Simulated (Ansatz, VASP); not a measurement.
# SiNi: VASP beside Ansatz

One calculation is typed for both programs; each brings its own data sets and cutoff. How far apart do they land?

Method: plane waves, with VASP 6.6.1 beside it; relaxation of cell and atoms at PBEsol, in Ansatz 0.2.0.

### Step 1. Starting point

The structure is orthorhombic, space group Pmmn (No. 59). The conventional cell has a = 2.943 Å, b = 3.280 Å, c = 4.677 Å, α = 90.00°, β = 90.00°, γ = 90.00°. Si has 6 Ni at 2.34 to 2.37 Å nearest. Ni has 6 Si at 2.34 to 2.37 Å nearest. Farther neighbours are not listed.

### Step 2. VASP: relaxation of cell and atoms, PBEsol

The relaxed volume is the usual yardstick between codes: its relative difference is about their pressure difference at one cell divided by the bulk modulus.

Lines of VASP's logs that name or quote its potential files are left out, and so is its time.

The input, INCAR:

```
SYSTEM = SiNi
PREC = Accurate
ENCUT = 520
EDIFF = 1E-06
NELM = 100
ISMEAR = -1
SIGMA = 0.05
LREAL = .FALSE.
ALGO = Normal
GGA = PS
NBANDS = 22
ISPIN = 2
MAGMOM = 0 0 0 0
LASPH = .TRUE.
LMAXMIX = 4
LORBIT = 11
LWAVE = .FALSE.
LCHARG = .FALSE.
KPAR = 8
IBRION = 2
NSW = 60
ISIF = 3
EDIFFG = -0.01
```

The input, POSCAR:

```
SiNi
1.0
    2.9427706600      0.0000000000      0.0000000000
    0.0000000000      3.2803255400      0.0000000000
    0.0000000000      0.0000000000      4.6774467600
Si Ni
2 2
Direct
    0.0000000000      0.0000000000      0.1568568400
    0.5000000000      0.5000000000      0.8431431600
    0.0000000000      0.0000000000      0.6575044100
    0.5000000000      0.5000000000      0.3424955900
```

The input, KPOINTS:

```
Automatic mesh
0
Gamma
9 8 6
0 0 0
```

PAW data sets: Si and Ni (PBE family, release 64).

Launch:

```sh
> mpirun -np 8 vasp_std
```

Numbers of over 12 decimals in the logs are rounded to 6 here.

Output:

```text
[banner, memory and clock lines left out]
running    8 mpi-ranks, on    1 nodes
 distrk:  each k-point on    1 cores,    8 groups
 distr:  one band on    1 cores,    1 groups

 POSCAR found type information on POSCAR SiNi
 POSCAR found :  2 types and       4 ions
|                                                                             |
|           W    W    AA    RRRRR   N    N  II  N    N   GGGG   !!!           |
|           W    W   A  A   R    R  NN   N  II  NN   N  G    G  !!!           |
|           W    W  A    A  R    R  N N  N  II  N N  N  G       !!!           |
|           W WW W  AAAAAA  RRRRR   N  N N  II  N  N N  G  GGG   !            |
|           WW  WW  A    A  R   R   N   NN  II  N   NN  G    G                |
|           W    W  A    A  R    R  N    N  II  N    N   GGGG   !!!           |
|                                                                             |
|     For optimal performance we recommend to set                             |
|       NCORE = 2 up to number-of-cores-per-socket                            |
|     NCORE specifies how many cores store one orbital (NPAR=cpu/NCORE).      |
|     This setting can greatly improve the performance of VASP for DFT.       |
|     The default, NCORE=1 might be grossly inefficient on modern             |
|     multi-core architectures or massively parallel machines. Do your        |
|     Unfortunately you need to use the default for GW and RPA                |
|     calculations (for HF NCORE is supported but not extensively tested      |
|     yet).                                                                   |
|                                                                             |

|                                                                             |
|               ----> ADVICE to this user running VASP <----                  |
|                                                                             |
|     You enforced a specific xc type in the INCAR file but a different       |
|     [... a line on the potential file left out ...]
|     I HOPE YOU KNOW WHAT YOU ARE DOING!                                     |
|                                                                             |

 LDA part: xc-table for (Slater+PW92), standard interpolation
 POSCAR, INCAR and KPOINTS ok, starting setup
 FFT: planning ... GRIDC
 FFT: planning ... GRID_SOFT
 FFT: planning ... GRID
 WAVECAR not read
 entering main loop
       N       E                     dE             d eps       ncg     rms          rms(c)
DAV:   1     0.141406669869E+03    0.14141E+03   -0.12366E+04  8808   0.151E+03
DAV:   2    -0.216177577687E+02   -0.16302E+03   -0.15380E+03  8926   0.287E+02
DAV:   3    -0.296297857743E+02   -0.80120E+01   -0.77996E+01 10622   0.754E+01
DAV:   4    -0.298092994639E+02   -0.17951E+00   -0.17925E+00 10114   0.102E+01
DAV:   5    -0.298147001639E+02   -0.54007E-02   -0.54002E-02 10826   0.188E+00    0.210E+01
DAV:   6    -0.348426426363E+02   -0.50279E+01   -0.61354E+01 10374   0.150E+02    0.270E+01
DAV:   7    -0.260199227061E+02    0.88227E+01   -0.22161E+01 10164   0.943E+01    0.415E+00
DAV:   8    -0.260155868132E+02    0.43359E-02   -0.20091E+00 13434   0.150E+01    0.246E+00
DAV:   9    -0.259709152462E+02    0.44672E-01   -0.18018E-01 12002   0.619E+00    0.466E-01
DAV:  10    -0.259704181712E+02    0.49708E-03   -0.50997E-03 12392   0.887E-01    0.282E-01
DAV:  11    -0.259698846342E+02    0.53354E-03   -0.71819E-04 13630   0.383E-01    0.521E-02
DAV:  12    -0.259698822349E+02    0.23993E-05   -0.46247E-05 10204   0.516E-02    0.282E-02
DAV:  13    -0.259698767458E+02    0.54890E-05   -0.45141E-06 11012   0.304E-02    0.134E-02
DAV:  14    -0.259698752134E+02    0.15324E-05   -0.31377E-06  7462   0.217E-02    0.356E-03
DAV:  15    -0.259698752938E+02   -0.80378E-07   -0.10525E-06  5600   0.992E-03
   1 F= -.25969875E+02 E0= -.25965752E+02  d E =-.259699E+02  mag=     0.0000
[...]
2 F= -.25970891E+02 E0= -.25966905E+02  d E =-.101573E-02  mag=    -0.0000
[...]
3 F= -.25970914E+02 E0= -.25966913E+02  d E =-.103872E-02  mag=    -0.0000
[...]
4 F= -.25971050E+02 E0= -.25967159E+02  d E =-.135814E-03  mag=     0.0000
 trial-energy change:   -0.000136  1 .order   -0.000155   -0.000573    0.000262
 step:   0.6394(harm=  0.6705)  dis= 0.00138  next Energy=   -25.971096 (dE=-0.182E-03)
 bond charge predicted
       N       E                     dE             d eps       ncg     rms          rms(c)
DAV:   1    -0.259714875868E+02   -0.43768E-03   -0.66211E-03 10366   0.968E-01    0.175E-01
DAV:   2    -0.259717857903E+02   -0.29820E-03   -0.49830E-03 10338   0.132E+00    0.204E-01
DAV:   3    -0.259711308974E+02    0.65489E-03   -0.19615E-03 10242   0.860E-01    0.385E-02
DAV:   4    -0.259711089502E+02    0.21947E-04   -0.80785E-05  9924   0.774E-02    0.106E-02
DAV:   5    -0.259711074277E+02    0.15226E-05   -0.80788E-06 11252   0.440E-02    0.305E-03
DAV:   6    -0.259711073851E+02    0.42599E-07   -0.88793E-07  5148   0.125E-02
   5 F= -.25971107E+02 E0= -.25967179E+02  d E =-.193372E-03  mag=    -0.0000
 curvature:  -0.41 expect dE=-0.112E-04 dE for cont linesearch -0.141E-05
 trial: gam= 0.00000 g(F)=  0.659E-05 g(S)=  0.205E-04 ort =-0.499E-04 (trialstep = 0.910E+00)
 search vector abs. value=  0.270E-04
 reached required accuracy - stopping structural energy minimisation
```

Parts of OUTCAR (step 2):

```text
ion  position               nearest neighbor table
   1  0.000  0.000  0.157-   3 2.34   3 2.34   4 2.37   4 2.37   4 2.37   4 2.37   2 2.65   2 2.65
                             2 2.65   2 2.65
   2  0.500  0.500  0.843-   4 2.34   4 2.34   3 2.37   3 2.37   3 2.37   3 2.37   1 2.65   1 2.65
                             1 2.65   1 2.65
   3  0.000  0.000  0.658-   1 2.34   1 2.34   2 2.37   2 2.37   2 2.37   2 2.37   4 2.65   4 2.65
                             4 2.65   4 2.65
   4  0.500  0.500  0.342-   2 2.34   2 2.34   1 2.37   1 2.37   1 2.37   1 2.37   3 2.65   3 2.65
                             3 2.65   3 2.65

  LATTYP: Found a simple orthorhombic cell.
 ALAT       =     2.9427706600
 B/A-ratio  =     1.1147064855
 C/A-ratio  =     1.5894703667

 Subroutine GETGRP returns: Found  8 space group operations
 (whereof  4 operations were pure point group operations)

The static configuration has the point symmetry C_2v.
 The point group associated with its full space group is D_2h.

 Found    100 irreducible k-points:

   k-points           NKPTS =    100   k-points in BZ     NKDIM =    100   number of bands    NBANDS=     22

   dimension x,y,z NGX =    24 NGY =   24 NGZ =   36
   dimension x,y,z NGXF=    48 NGYF=   48 NGZF=   72

   ENCUT  =  520.0 eV  38.22 Ry    6.18 a.u.   5.47  6.10  8.70*2*pi/ulx,y,z

   NELECT =      28.0000    total number of electrons

 k-points in reciprocal lattice and weights: Automatic mesh
   0.00000000  0.00000000  0.00000000       0.002
   0.11111111  0.00000000  0.00000000       0.005
   0.22222222  0.00000000  0.00000000       0.005
   0.33333333  0.00000000  0.00000000       0.005
   0.44444444  0.00000000  0.00000000       0.005
   0.00000000  0.12500000  0.00000000       0.005
   0.11111111  0.12500000  0.00000000       0.009
   0.22222222  0.12500000  0.00000000       0.009
   0.33333333  0.12500000  0.00000000       0.009
[...]
0.33333333  0.50000000  0.50000000       0.005
   0.44444444  0.50000000  0.50000000       0.005

 average (electrostatic) potential at core
       1 -78.1852       2 -78.1852       3 -80.3311       4 -80.3311

 E-fermi :  11.6039

 spin component 1
 k-point     1 :       0.0000    0.0000    0.0000
  band No.  band energies     occupation
    ...
     10       8.8664      1.00000
     11       9.2476      1.00000
     12       9.5558      1.00000
     13       9.5658      1.00000
     14      10.1998      1.00000
     15      12.8454      0.00000
     16      14.3100      0.00000
     17      16.7784      0.00000
     18      17.1663      0.00000
     19      18.8806      0.00000
    ...

 k-point     2 :       0.1111    0.0000    0.0000
  band No.  band energies     occupation
    ...
     10       9.0372      1.00000
     11       9.0887      1.00000
     12       9.3407      1.00000
     13       9.5283      1.00000
     14      10.8475      1.00000
     15      11.6749      0.19468
     16      14.4668      0.00000
     17      16.9448      0.00000
     18      17.6666      0.00000
     19      18.1994      0.00000
    ...

 k-point     3 :       0.2222    0.0000    0.0000
  band No.  band energies     occupation
    ...
     10       8.5903      1.00000
     11       9.2342      1.00000
     12       9.2545      1.00000
     13       9.6535      1.00000
     14      10.5839      1.00000
     15      11.8439      0.00816
     16      14.8705      0.00000
     17      15.7683      0.00000
     18      16.5940      0.00000
     19      17.3431      0.00000
    ...

 k-point     4 :       0.3333    0.0000    0.0000
  band No.  band energies     occupation
    ...
     10       8.8199      1.00000
     11       8.9873      1.00000
     12       9.2567      1.00000
     13       9.8575      1.00000
     14      10.2356      1.00000
     15      12.9883      0.00000
     16      14.2513      0.00000
     17      14.5460      0.00000
     18      15.8995      0.00000
     19      17.1998      0.00000
    ...

 k-point     5 :       0.4444    0.0000    0.0000
  band No.  band energies     occupation
    ...
     10       8.9541      1.00000
     11       9.0285      1.00000
     12       9.0954      1.00000
     13       9.9696      1.00000
     14      10.0481      1.00000
     15      13.4475      0.00000
     16      13.5420      0.00000
     17      14.3060      0.00000
     18      15.8065      0.00000
     19      16.9339      0.00000
    ...

 k-point     6 :       0.0000    0.1250    0.0000
  band No.  band energies     occupation
    ...
     10       9.0998      1.00000
     11       9.3264      1.00000
     12       9.4047      1.00000
     13       9.5148      1.00000
     14       9.8815      1.00000
     15      13.1929      0.00000
     16      15.3834      0.00000
     17      15.7382      0.00000
     18      17.3205      0.00000
     19      17.4282      0.00000
    ...

  Total       -0.0132710      0.0361042      0.0146961      0.0000000      0.0000000      0.0000000
  in kB       -0.4695254      1.2773621      0.5199456      0.0000000      0.0000000      0.0000000
  external PRESSURE =       0.4425941 kB  Pullay stress =       0.0000000 kB

  energy-cutoff  :      520.00
  volume of cell :       45.29
      direct lattice vectors                 reciprocal lattice vectors
     2.947520838  0.000000000  0.000000000     0.339268170  0.000000000  0.000000000
     0.000000000  3.290156619  0.000000000     0.000000000  0.303936899  0.000000000
     0.000000000  0.000000000  4.669613618     0.000000000  0.000000000  0.214150481

 POSITION                                       TOTAL-FORCE (eV/Angst)
 -----------------------------------------------------------------------------------
      0.00000      0.00000      0.73783         0.000000      0.000000     -0.008235
      1.47376      1.64508      3.93178         0.000000      0.000000      0.008235
      0.00000      0.00000      3.06677         0.000000      0.000000     -0.000729
      1.47376      1.64508      1.60284         0.000000      0.000000      0.000729
 -----------------------------------------------------------------------------------
    total drift:                                0.000000     -0.000000     -0.000000

  FREE ENERGIE OF THE ION-ELECTRON SYSTEM (eV)
  ---------------------------------------------------
  free  energy   TOTEN  =       -25.9711073851 eV

  energy  without entropy=      -25.9632510303  energy(sigma->0) =      -25.96717921

 reached required accuracy - stopping structural energy minimisation

 total charge
# of ion       s       p       d       tot
------------------------------------------
    1        0.748   0.866   0.000   1.614
    2        0.748   0.866   0.000   1.614
    3        0.489   0.629   8.482   9.600
    4        0.489   0.629   8.482   9.600
--------------------------------------------------
tot          2.474   2.990  16.964  22.429

 magnetization (x)
# of ion       s       p       d       tot
------------------------------------------
    1        0.000   0.000   0.000   0.000
    2        0.000   0.000   0.000   0.000
    3       -0.000  -0.000  -0.000  -0.000
    4       -0.000  -0.000  -0.000  -0.000
--------------------------------------------------
tot         -0.000   0.000  -0.000  -0.000

[... 1 further part left out ...]
```

CONTCAR:

```
SiNi
   1.00000000000000
     2.9475208383515414    0.0000000000000000    0.0000000000000000
     0.0000000000000000    3.2901566194434881    0.0000000000000000
     0.0000000000000000    0.0000000000000000    4.6696136175142424
  Si              Ni
     2     2
Direct
     0.0000000000000000    0.0000000000000000    0.1580071824543971
     0.5000000000000000    0.5000000000000000    0.8419928175456027
     0.0000000000000000    0.0000000000000000    0.6567512658823088
     0.5000000000000000    0.5000000000000000    0.3432487341176913
```

This run allows spin, but its moments start at zero, where symmetry between the spins tends to hold them, although Ni can carry a moment.

[end of part 1 of 2]

[Lines on the potential files, build, host, timing and source positions are cut from VASP's logs without a mark.]

[Logs are printed without paths, hosts, clocks, repeated set-up lines and the standing remarks that a program may print on its own settings, such as how far it seeks lower states.]

[Hosts, paths, dates, database ids (printed as entryN), source tags and the programs' standing remarks are cut or masked in the printed files.]
